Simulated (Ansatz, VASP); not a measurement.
One calculation of MgO, two programs

```
Mg O
1.0
     0.04003    2.13515    2.13515
     2.13515    0.04003    2.13515
     2.17518    2.17518    0.00000
Mg O
1 1
Direct
  0.00000 0.00000 0.00000
  0.50000 0.50000 0.50000
```

Change from the starting cell: strain +0.0375 x Voigt [0, 0, 0, 0, 0, 1], atoms carried along.

Alike in both runs: task single point; functional PBE; k mesh 10 × 10 × 10; occupations gaussian, width 0.05 eV; no spin polarisation.

```csv
,VASP,Ansatz
version,VASP 6.6.1,Ansatz 0.2.0
potentials or method,"VASP PAW PBE potentials, release 64 (Mg, O)","scalar-relativistic, plane waves, PAW"
plane-wave cutoff (eV),520,420
valence electrons in the cell,8,16
```

|  | VASP | Ansatz | Ansatz less VASP |
| --- | --- | --- | --- |
| gap on the k mesh at the Fermi level (eV) | 4.18 | 4.20 | +0.019 |
| least direct gap on the mesh (eV) | 4.18 | 4.20 | +0.019 |
| pressure (GPa) | -2.4 | -1.6 | +0.73 |
| largest component of the traceless stress (GPa) | 5.28 | 5.24 | -0.040 |

With one functional, cell and mesh, what is left measures potentials, basis and numerics. The two sets of potentials don't hold the same shells in valence.
